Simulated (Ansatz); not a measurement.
SrO in the rocksalt structure: a relaxation of cell and atoms in Ansatz 0.2.0 (r2SCAN). It starts from the PBE minimum.

```yaml
crystal:
  lattice:
    - [0.0, 2.5972737625, 2.5972737625]
    - [2.5972737625, 0.0, 2.5972737625]
    - [2.5972737625, 2.5972737625, 0.0]
  atoms:
    - { symbol: Sr, position: [0.0, 0.0, 0.0] }
    - { symbol: O, position: [0.5, 0.5, 0.5] }
kpoints:
  mp_grid: { grid: [8, 8, 8] }
hamiltonian:
  xc: r2scan
scf:
  occupations: { method: fermi_dirac, width: 0.02 }
relax:
  f_tol: 0.005
  cell: {}
```

The output follows, shortened, with numbered blanks.
```
Pseudopotential: Sr, paw, valence charge 10, recommended cutoff 500 eV (meta_gga)
Pseudopotential: O, paw, valence charge 6, recommended cutoff 500 eV (meta_gga)
Functional definition: r2SCAN
Crystal: 2 atoms, lattice volume = 35.042 Å³
[1]
Bands: 12, of which v1, the nominal top of the filled ones, is band 8 counted from 1 (7 counted from 0)
Symmetry: 48 space group operations
Space group: Fm-3m (ITA 225)
k-points: 29 of 512
preconditioner: auto → none  [insulator: Δε(μ)=4.051 eV  σ=0.020 eV  ℏωp=23.5 eV]
relax step 1: F+E_penalty+E_count = -4127.05134017 eV  P = -1.801 GPa  Ω = 35.042 Å³
--- Relaxed structure (4 steps of the walk, 3 accepted, 1 SCFs on fresh bases) ---
[2]
```

Question: Fill in the blanks. They hold the relaxed structure, cutoff and plane waves at Γ.

Answer:
```
[1]
Basis set: ecut = 500 eV, 893 PW (Γ)
[2]
  F+E_penalty+E_count = -4127.05532469 eV
  cell:  # Å, volume = 34.3427 Å³
    - [0.000000, 2.579892, 2.579892]
    - [2.579892, 0.000000, 2.579892]
    - [2.579892, 2.579892, 0.000000]
  atoms:
    - { symbol: Sr, position: [0.000000, 0.000000, 0.000000] }
    - { symbol: O, position: [0.500000, 0.500000, 0.500000] }
```
The trailing digits, and the zero of the energies, depend on the potentials and thresholds.

Command: `ansatz run input.yaml --threads 2 --pin off --max-ram 2211MiB --backend cpu --events-out ev --progress --plain --runs-dir out`. It took 5.6 s on 2 threads of Arm Neoverse V2 (shared host); peak host memory 0.36 GiB.

Calculated for a static, non-magnetic cell.
